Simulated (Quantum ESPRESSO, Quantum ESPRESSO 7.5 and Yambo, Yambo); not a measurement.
# Excitons of BeTe (F-43m): kernels and approximations

Aim: the absorption spectrum of BeTe (F-43m) with electron-hole interaction, and what each part of the kernel does.

Program: Quantum ESPRESSO 7.5 and Yambo 5.3.0. Level of theory: PBE and many-body steps on it, plane waves. Results are calculated unless marked as measured.

### 1. Starting point

Symmetry: F-43m, No. 216, cubic system. Conventional cell: a = 5.663 Å, b = 5.663 Å, c = 5.663 Å, α = 90.00°, β = 90.00°, γ = 90.00°. Be has 4 Te at 2.45 Å nearest. Nearest to Te lie 4 Be at 2.45 Å. Farther neighbours and most contacts between anions are not listed.

The cell and positions are those that the Materials Project relaxed with its own functionals (PBE, PBE+U or r2SCAN), kept fixed.

### 2. Empty states on the mesh, 4×4×4 mesh, 234 bands

This step: Quantum ESPRESSO 7.5; DFT, PBE with spin-orbit coupling, plane waves, norm-conserving pseudopotentials.

The sums over transitions need many empty states on a uniform mesh; this step solves for them.

pw.in reads:

```
&control
  calculation = 'nscf'
  prefix = 'x'
  outdir = 'o'
  pseudo_dir = 'pseudo'
/
&system
  ibrav = 0
  nat = 2
  ntyp = 2
  ecutwfc = 88.0
  nbnd = 234
  force_symmorphic = .true.
  noncolin = .true.
  lspinorb = .true.
/
&electrons
  conv_thr = 1e-9
  electron_maxstep = 80
  diago_full_acc = .true.
  diago_thr_init = 5e-6
/
ATOMIC_SPECIES
  Be 9.012 Be.upf
  Te 127.6 Te.upf
CELL_PARAMETERS angstrom
  -0.0000000000 2.8314587876 2.8314587876
  2.8314587876 0.0000000000 2.8314587876
  2.8314587876 2.8314587876 0.0000000000
ATOMIC_POSITIONS crystal
  Be 0.0000000000 0.0000000000 0.0000000000
  Te 0.7500000000 0.7500000000 0.7500000000
K_POINTS automatic
  4 4 4 0 0 0
```

On the command line:

```
$ OMP_NUM_THREADS=1 mpirun -n 4 pw.x -nk 4 -in pw.in > pw.out
```

Log:

```text
Program PWSCF v.7.5 starts

     This program is part of the open-source Quantum ESPRESSO suite
     for quantum simulation of materials; please cite
         "P. Giannozzi et al., J. Phys.:Condens. Matter 21 395502 (2009);
         "P. Giannozzi et al., J. Phys.:Condens. Matter 29 465901 (2017);
         "P. Giannozzi et al., J. Chem. Phys. 152 154105 (2020);
     in publications or presentations arising from this work. More details at

     Atomic positions and unit cell read from directory:
     o/x.save/

     Message from routine setup:
[...]
-150.2883-150.2883-107.1048-107.1048 -97.3969 -97.3969 -97.3969 -97.3969
[...]
38.1258  38.1258  40.6447  40.6447  40.8977  40.8977  41.2684  41.2684
     [... 18 further rows ...]
    95.9249  95.9249  97.2121  97.2121  97.2925  97.2925  98.1581  98.1581
    98.2008  98.2008

          k = 0.3536 0.0000 0.0000 (  4256 PWs)   bands (ev):

     [... further k-points ...]

     highest occupied, lowest unoccupied level (ev):     8.7377   10.4720

     XML data file, pseudopotentials, collected wavefunctions

=------------------------------------------------------------------------------=
   JOB DONE.
=------------------------------------------------------------------------------=
```

Wall time 53 s (4 MPI ranks of Arm Neoverse V1, shared host); peak memory 0.89 GiB.

Numbers from this step:

* gap: 1.734 eV
* k of the valence top: 0, 0, 0
* k of the conduction bottom: 0, -0.5, -0.5
* least direct gap: 3.320 eV
* k points computed: 8
* lowest point of the top converged band, above the valence top: 86.5979 eV

On this mesh the gap is 1.734 eV.

The density comes from a self-consistent run that is not shown, made with spin-orbit coupling and fully relativistic files.

### 3. Conversion and set-up

This step: Yambo 5.3.0; conversion and set-up on PBE with spin-orbit coupling, plane waves, norm-conserving pseudopotentials.

The states are converted to the many-body program's format and the q mesh is built.

On the command line:

```
$ (cd o/x.save; p2y > p2y.log; mv SAVE ../..); yambo > setup.log
```

Log:

```text
 Yambo, version 5.3.0

 [02] CORE Variables Setup
 =========================

  [02.01] Unit cells
  ==================

  Cell kind             :  FCC
  Atoms in the cell     :  Be  Te
  number of Be atoms    :  1
  number of Te atoms    :  1

  List of atomic masses
  Mass of Be    :  9.012000
  Mass of Te    :  127.6000

  List of atomic coordinates    : [cc]
  Be1       :  0.000000  0.000000  0.000000  order 1
  Te1       :  8.026022  8.026022  8.026022  order 2

  Alat factors          :  5.350682  5.350682  5.350682 [a.u.]
  Direct lattice volume :  306.3778 [a.u.]
[...]
==========================================

 IBZ Q-points                                      :   8
 BZ  Q-points                                      :   64

 K/Q-points units:
 rlu = crystal or reduced units; cc = cartesian coordinates; iku = interal k-units

 Q [1]          [rlu]:  0.000000  0.000000  0.000000
 Q [2]          [rlu]:  0.54651E-16  0.26895E-16  0.25000
 Q [3]          [rlu]: -0.10930E-15 -0.53790E-16 -0.50000
[...]
Q [7]          [rlu]: -0.91171E-17 -0.50000     -0.50000
 Q [8]          [rlu]:  0.250000 -0.500000 -0.250000

  [03.01] X indexes
  =================

   [03.01.01] Sigma indexes
   ========================

 [06] Game Over & Game summary
```

It took 3 s on 1 MPI rank; peak memory 0.25 GiB.

### 4. Screening and self-energy, 4×4×4 mesh, 234 bands, screening to 197.3 eV

G0W0 replaces the xc potential by the self-energy, built once from these orbitals. Only a window of levels is corrected, while the sums run over the empty bands that the input names.

This step: G0W0 on PBE with spin-orbit coupling, plane waves, norm-conserving pseudopotentials.

gw1.in reads:

```
HF_and_locXC
gw0
dyson
ppa
em1d
rim_cut
RandQpts= 1000000
RandGvec= 1 RL
EXXRLvcs= 88 Ry
VXCRLvcs= 352 Ry
Chimod= "HARTREE"
% BndsRnXp
 1 | 234 |
%
NGsBlkXp= 14.5 Ry
% LongDrXp
 1 | 1 | 1 |
%
% GbndRnge
 1 | 234 |
%
DysSolver= "n"
ExtendOut
PPAPntXp= 27.21138 eV
% QPkrange
 1 | 1 | 25 | 32 |
 7 | 7 | 25 | 32 |
%
```

On the command line:

```
$ OMP_NUM_THREADS=2 mpirun -n 2 yambo -F gw1.in -J gw1 -C gw1 > gw1.log
```

Log:

```text
 Yambo, version 5.3.0

 [02] CORE Variables Setup
 =========================

  [... cell, symmetries and grids as in the set-up ...]

  [02.05] Energies & Occupations
  ==============================

  [X] === General ===
  [X] Electronic Temperature                        :  0.000000  0.000000 [eV K]
  [X] Bosonic    Temperature                        :  0.000000  0.000000 [eV K]
  [X] Finite Temperature mode                       : no
  [X] El. density                                   :  0.61673E+24 [cm-3]
[...]
QP @ state[ 1 ] b range                          :   25   32
   QP @ state[ 2 ] K range                          :   7   7
   QP @ state[ 2 ] b range                          :   25   32
   GF energies kind                                 : Perdew, Burke & Ernzerhof(X)+Perdew, Burke & Ernzerhof(C)
   GF WF`s kind                                     : Perdew, Burke & Ernzerhof(X)+Perdew, Burke & Ernzerhof(C)
   Xs energies kind                                 : Perdew, Burke & Ernzerhof(X)+Perdew, Burke & Ernzerhof(C)
   Xs WF`s kind                                     : Perdew, Burke & Ernzerhof(X)+Perdew, Burke & Ernzerhof(C)

 [11] Game Over & Game summary
```

Elapsed: 12 min, on 2 MPI ranks; peak memory 1.6 GiB.

This step gave:

- G0W0 gap on the points computed: 2.488 eV
- starting gap on the mesh: 1.734 eV
- k of the valence top: 0, 0, 0
- k of the conduction bottom: 0, -0.5, -0.5
- least direct G0W0 gap on the computed points: 4.323 eV

The gap on the mesh goes from 1.73 eV to 2.49 eV, a correction of +0.75 eV.

The gap opens by 0.754 eV; the next steps shift the empty bands rigidly by 1.004 eV, the correction at the start's least direct gap.

### 5. Excitons

Light makes an electron and a hole together. The Bethe-Salpeter equation adds their screened attraction and their exchange, in a window of bands around the gap.

This step: Bethe-Salpeter equation on PBE with a scissors shift with spin-orbit coupling, plane waves, norm-conserving pseudopotentials.

bse3.in reads:

```
optics
bss
bse
em1s
dipoles
rim_cut
RandQpts= 1000000
RandGvec= 1 RL
Chimod= "HARTREE"
BSKmod= "SEX"
BSEmod= "resonant"
BSSmod= "d"
BSENGexx= 30 Ry
BSENGBlk= 6 Ry
% BSEQptR
 1 | 1 |
%
% BSEBands
 23 | 36 |
%
% BEnRange
 0 | 9 | eV
%
% BDmRange
 0.1 | 0.1 | eV
%
BEnSteps= 181
% BLongDir
 1 | 0 | 0 |
%
% BndsRnXs
 1 | 122 |
%
NGsBlkXs= 6 Ry
% LongDrXs
 1 | 1 | 1 |
%
% KfnQP_E
 1.004 | 1.0 | 1.0 |
%
WRbsWF
```

On the command line:

```
$ OMP_NUM_THREADS=2 mpirun -n 2 yambo -F bse3.in -J bse3 -C bse3 > bse3.log
```

Log:

```text
 Yambo, version 5.3.0

 [02] CORE Variables Setup
 =========================

  [... cell, symmetries and grids as in the set-up ...]

  [02.05] Energies & Occupations
  ==============================

  [X] === General ===
  [X] Electronic Temperature                        :  0.000000  0.000000 [eV K]
  [X] Bosonic    Temperature                        :  0.000000  0.000000 [eV K]
  [X] Finite Temperature mode                       : no
  [X] El. density                                   :  0.61673E+24 [cm-3]
  [X] Fermi Level                                   :  8.737735 [eV]

  [X] === Gaps and Widths ===
  [X] Conduction Band Min                           :  1.734287 [eV]
  [X] Valence Band Max                              :  0.000000 [eV]
  [X] Filled Bands                                  :  28
  [X] Empty Bands                                   :   29  234
  [X] Direct Gap                                    :  3.319578 [eV]
  [X] Direct Gap localized at k                     :  1
  [X] Indirect Gap                                  :  1.734287 [eV]
  [X] Indirect Gap between kpts                     :   1   7
  [X] Last valence band width                       :  3.339990 [eV]
  [X] 1st conduction band width                     :  3.211035 [eV]

 [03] Transferred momenta grid and indexing
 ==========================================

 [BZ sampling] Q-grid is User defined and/or read from the database

 IBZ Q-points                                      :   8
 BZ  Q-points                                      :   64

 K/Q-points units:
 rlu = crystal or reduced units; cc = cartesian coordinates; iku = interal k-units

 Q [1]          [rlu]:  0.000000  0.000000  0.000000
 Q [2]          [rlu]:  0.54651E-16  0.26895E-16  0.25000
 Q [3]          [rlu]: -0.10930E-15 -0.53790E-16 -0.50000
 Q [4]          [rlu]:  0.45585E-17  0.25000      0.25000
 Q [5]          [rlu]:  0.71568E-16  0.25000      0.50000
 Q [6]          [rlu]:  0.40755E-16  0.25000     -0.25000
 Q [7]          [rlu]: -0.91171E-17 -0.50000     -0.50000
 Q [8]          [rlu]:  0.250000 -0.500000 -0.250000

  [03.01] X + BSE indexes
  =======================

   [03.01.01] Sigma indexes
   ========================

 [04] Coloumb potential Random Integration (RIM)
 ===============================================

  [04.01] RIM initialization
  ==========================

  * Diagonal components only detected *

  8 x (sBL volume)        :  0.101203 [a.u.]
  sBZ random points       :  1000000
  Points outside the sBZ  :   7968281
  RL volume               :  0.809622 [a.u.]
  Integrated volume       :  0.812845 [a.u.]

  [04.02] RIM integrals
  =====================

  Gamma point sphere radius             :  0.084531 [a.u.]
  Points outside the sphere             :   800476
  [Int_sBZ(q=0) 1/q^2]*(Vol_sBZ)^(-1/3) =:  7.776341
                                 should be <:  7.795600

  Summary of Coulomb integrals for non-metallic bands |Q|[au] RIM/Bare

  Q [1] 0.100000E-4 0.997530 * Q [2] 0.254239 1.068480
  Q [4] 0.293569 1.066792 * Q [6] 0.415170 1.029814
  Q [5] 0.486830 1.022655 * Q [3] 0.508477 1.020683
  Q [7] 0.587139 1.017590 * Q [8] 0.656441 1.014612

 [05] External/Internal QP corrections
 =====================================

 [QP_apply] Action to be applied: USER defined scissor

  [05.01]  QP corrections report
  ==============================

  [K+QP] === General ===
  [K+QP] Electronic Temperature                     :  0.000000  0.000000 [eV K]
  [K+QP] Bosonic    Temperature                     :  0.000000  0.000000 [eV K]
  [K+QP] Finite Temperature mode                    : no
  [K+QP] El. density                                :  0.61673E+24 [cm-3]
  [K+QP] Fermi Level                                :  0.000000 [eV]

  [K+QP] === Gaps and Widths ===
  [K+QP] Conduction Band Min                        :  2.738287 [eV]
  [K+QP] Valence Band Max                           :  0.000000 [eV]
  [K+QP] Filled Bands                               :  28
  [K+QP] Empty Bands                                :   29  234
  [K+QP] Direct Gap                                 :  4.323578 [eV]
  [K+QP] Direct Gap localized at k                  :  1
  [K+QP] Indirect Gap                               :  2.738287 [eV]
  [K+QP] Indirect Gap between kpts                  :   1   7
  [K+QP] Last valence band width                    :  3.339990 [eV]
  [K+QP] 1st conduction band width                  :  3.211035 [eV]

  [coarse-grid] Minimum Bare Gap        [ev]:  1.734287
  [coarse-grid] Minimum Gap Correction  [ev]:  1.004000

  Eqp @ K [1]
  -159.0260 -159.0260 -115.8425 -115.8425 -106.1346 -106.1346 -106.1346 -106.1346
  -100.6697 -100.6697  -37.3112  -37.3112  -37.3112  -37.3112  -35.8537  -35.8537
  -35.84585 -35.84585 -35.84585 -35.84585 -12.46975 -12.46975  -0.93533  -0.93533
  -0.41594E-09 -0.35216E-09 -0.20734E-09   0.0000       4.3236       4.3236       4.3855       4.3855
    4.38547   4.38547   4.43662   4.43662   9.09493   9.09493  11.12273  11.12273
   11.12273  11.12273  12.08330  12.08330  12.10326  12.10326  12.10326  12.10326
[...]
Eqp @ K [2]
[...]
Eqp @ K [3]
[...]
Eqp @ K [4]
[...]
Eqp @ K [5]
[...]
[... 2 further k-points ...]
  Eqp @ K [8]
[...]
6.31404   6.32906   6.77655   7.00006  11.61078  11.66394  12.14394  12.60852
   13.71863  13.71907  14.50534  14.82618  17.82508  17.83501  17.87940  17.94894
   18.24892  18.24953  18.88208  18.90835  20.11416  20.17717  20.97723  21.09264

 [06] Dipoles
 ============

  [06.01] Setup: observables and procedures
  =========================================

  [WARNING] [r,Vnl^pseudo] included in position and velocity dipoles.

  [WARNING] In case H contains other non local terms, these are neglected

 [07] Static Dielectric Matrix
 =============================

 [WR./bse3//ndb.em1s]------------------------------------------------------------
  Brillouin Zone Q/K grids (IBZ/BZ)                :    8   64    8   64
  RL vectors                                       :   5209 [WF]
  Coulomb cutoff potential                         : none
  Electronic Temperature                           :  0.000000 [K]
  Bosonic    Temperature                           :  0.000000 [K]
  Static diel. fun.  energies                      : Perdew, Burke & Ernzerhof(X)+Perdew, Burke & Ernzerhof(C)
  wavefunctions                                    : Perdew, Burke & Ernzerhof(X)+Perdew, Burke & Ernzerhof(C)
  Global Gauge                                     : length
  X matrix size                                    :   89
  X band range                                     :    1  122
  X e/h energy range                               : -1.000000 -1.000000 [eV]
  X Time ordering                                  : T
  X Hxc Kernel                                     : HARTREE
  X Drude frequency                                :  0.000000  0.000000
  X poles                                          :  100.0000 [o/o]
  RL vectors in the sum                            :   5209
  [r,Vnl] included                                 : yes
  Field direction                                  :  0.577350E-5  0.577350E-5  0.577350E-5
  BZ energy Double Grid                            : no
  BZ energy DbGd points                            : 0
  BZ Q point size factor                           : -1.000000
  X Optical Averaged directions                    : none

 [08] Bethe Salpeter Equation driver
 ===================================

  [08.01] Bethe Salpeter Equation @q1
  ===================================

   [08.01.01] Transition pre-analysis @q1
   ======================================

   [08.01.02] Transition Groups build-up @q1
   =========================================

   [BSK] Transition groups (total):  16
   [BSK] Size (resonant):  3072
   [BSK]         (total):  3072
   [BSK] N. of matrices :  1

   [08.01.03] Loading Dipoles @q1
   ==============================

   [08.01.04] Independent Particles properties @q1
   ===============================================

   ==========================================================

   [BSE] Exchange components :   893
   [BSE] Correlation components :    89   387

    [08.01.05.01] Screened interaction header I/O
    =============================================

    [08.01.05.02] Main kernel loop
    ==============================

    [08.01.05.03] Wave-Function Phases
    ==================================

    [BSE] WF phases found       :  37.50000 [o/o]

   [08.01.06] BSE solver(s) @q1
   ============================

   [08.01.07] Diago Solver @q1
   ===========================

 [11] Game Over & Game summary
```

The job ended after 4.5 min (2 MPI ranks; peak memory 1.1 GiB).

Numbers from this step:

```
transitions in the window                                      : 3072
direct gap of the transition levels                            : 4.324 eV
lowest state                                                   : 3.976 eV
first strong exciton (over a fiftieth of the strongest listed) : 4.009 eV
binding of the lowest state below the direct gap               : 0.3472 eV
Coulomb term of one mesh cell                                  : 0.3146 eV
```

The binding is 1.1 times the screened Coulomb term of one mesh cell (0.31 eV), so it is not shown settled.

The lowest state lies at 3.976 eV, 0.347 eV under the direct gap.

Lines within 3 meV are set at the lowest of them, and the highest group, which the list may cut short, is left out. Exciton lines, with heights relative to the strongest:

```
position (eV)  lines merged  strength, relative
        3.976             2                 0.0
        3.991             3                 0.0
        4.007             3                 3.8
        4.023             3                 0.1
        4.040             3                  59
        4.052             1                 0.1
        4.066             2                 2.8
        4.070             6                 100
```

The ε₂ has structure finer than the step of the table below, so its rows give means over 0.25 eV, whole bins alone (the curve runs from 0 to 9 eV). Peaks (eV: height): BSE 4.050: 39.6, 4.650: 41.6, 5.500: 41.9, 6.200: 11.3; no electron-hole interaction 5.400: 23.9, 5.950: 75.4.

Field along x; broadening 0.1 eV; transition window only. Limits: finite bands, cutoff and mesh; coarse k mesh; exciton not shown settled in the k mesh. ε₂ against photon energy; means over each step:

| photon energy (eV) | BSE | no electron-hole interaction |
| --- | --- | --- |
| 0.25 | 0.0972 | 0.0716 |
| 0.50 | 0.109 | 0.0789 |
| 0.75 | 0.123 | 0.0875 |
| 1.00 | 0.140 | 0.0976 |
| 1.25 | 0.162 | 0.110 |
| 1.50 | 0.188 | 0.124 |
| 1.75 | 0.223 | 0.142 |
| 2.00 | 0.268 | 0.164 |
| 2.25 | 0.330 | 0.192 |
| 2.50 | 0.417 | 0.229 |
| 2.75 | 0.549 | 0.278 |
| 3.00 | 0.763 | 0.348 |
| 3.25 | 1.16 | 0.452 |
| 3.50 | 2.08 | 0.623 |
| 3.75 | 5.58 | 0.954 |
| 4.00 | 27.3 | 1.88 |
| 4.25 | 23.3 | 7.19 |
| 4.50 | 25.6 | 11.9 |
| 4.75 | 37.6 | 17.5 |
| 5.00 | 20.1 | 17.4 |
| 5.25 | 20.0 | 21.5 |
| 5.50 | 34.0 | 19.2 |
| 5.75 | 12.7 | 30.0 |
| 6.00 | 6.37 | 51.7 |
| 6.25 | 8.72 | 14.1 |
| 6.50 | 4.68 | 15.5 |
| 6.75 | 5.18 | 7.74 |
| 7.00 | 2.62 | 8.31 |
| 7.25 | 1.71 | 4.87 |
| 7.50 | 2.14 | 2.50 |
| 7.75 | 1.40 | 2.79 |
| 8.00 | 1.11 | 1.42 |
| 8.25 | 1.16 | 1.25 |
| 8.50 | 1.23 | 1.41 |
| 8.75 | 1.22 | 1.45 |

(Continued in part 2 of 3.)

[Paths, hosts, dates, memory and timing lines, banners, echoed tables and standing remarks are left out of the program output.]

[Logs are printed without paths, hosts, clocks, repeated set-up lines and the standing remarks that a program may print on its own settings, such as how far it seeks lower states.]

[Runs of the session that timed out or met a known fault of the program may be left out.]

[Hosts, paths, dates, database ids (printed as entryN), source tags and the programs' standing remarks are cut or masked in the printed files.]
